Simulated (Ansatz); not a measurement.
CsBr: from a migration barrier to a jump rate

All numbers below come from DFT PBE, scalar-relativistic, plane waves, PAW in Ansatz. The runs took a 420 eV cutoff, a Γ-centred 2×2×2 mesh and Gaussian smearing (0.05 eV). No spin polarisation.

In a supercell of 24 sites an atom of Cs jumps into a neighbouring Cs vacancy, a = 4.39 Å from site to site in the perfect crystal, with a cell charge of -1 (uniform background, no finite-size correction). The half-way point, relaxed in its symmetry, lies 0.354 eV above the relaxed vacancy. Take it as the barrier; the order of the saddle wasn't checked, and the cell is small.

Task: With an assumed attempt frequency of 10¹³ s⁻¹, how often does the jump happen, and how fast does the vacancy diffuse?

Result: Transition-state theory gives Γ = ν exp(−E/k_BT), and one such jump direction contributes Γa²/6 to the vacancy's diffusion coefficient averaged over directions:

```
T (K) E/k_BT      Γ (1/s)  Γa²/6 (cm²/s)
  300    13.7   1.1 × 10^7    3.6 × 10^-9
  600     6.8  1.1 × 10^10    3.4 × 10^-6
 1000     4.1  1.6 × 10^11    5.3 × 10^-5
 1500     2.7  6.5 × 10^11    2.1 × 10^-4
```

The rate reaches one jump a second at T = E/(k_B ln 10¹³) = 137 K. The number of equivalent jumps multiplies D if they link up through the crystal; a hop between two sites alone gives no long-range diffusion, which then waits on a higher barrier. In either case the atoms' own diffusion carries the vacancy concentration and a correlation factor besides. Rows above the melting point are formal, and so are rows where E/k_BT falls under about 3, since the theory needs rare jumps.

Task: How much does an error of 0.1 eV in the barrier matter?

Result: It multiplies the rate by exp(0.1 eV/k_BT): 48 at 300 K and 3.2 at 1000 K, more than the usual doubt about ν at low temperature.

Cost: 2 runs of about 8.6 core-minutes in all, on Arm Neoverse V2 (shared hosts).